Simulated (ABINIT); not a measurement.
The system is MgS (Niningerite).

```
CELL_PARAMETERS angstrom
0.00000 2.60165 2.60165
2.60165 0.00000 2.60165
2.60165 2.60165 0.00000
ATOMIC_POSITIONS crystal
S 0.50000 0.50000 0.50000
Mg 0.00000 0.00000 0.00000
```

Base run:

| Quantity | Value |
| --- | --- |
| Program | ABINIT 10.8.3 (patched build) |
| Functional | LDA |
| Potentials or basis | JTH PAW LDA v2.0 |
| Cutoff | 408 eV |
| k mesh | 7 × 7 × 7 |
| Occupations | fermi-dirac, width 0.05 eV |
| Spin | no spin polarisation |

Its results: band gap on the k mesh 2.79 eV, indirect (least direct gap 3.47 eV).

Question: The run is repeated on the same cell with these changes: functional from LDA to PBEsol; potentials or basis from JTH PAW LDA v2.0 to PseudoDojo NC SR PBEsol v0.4.1 standard; cutoff from 408 eV to 1034 eV. What comes out?

Answer: Band gap on the k mesh 2.91 eV, indirect (least direct gap 3.59 eV).

Caveats: an odd mesh through Γ misses points on the zone boundary, where band edges often lie.
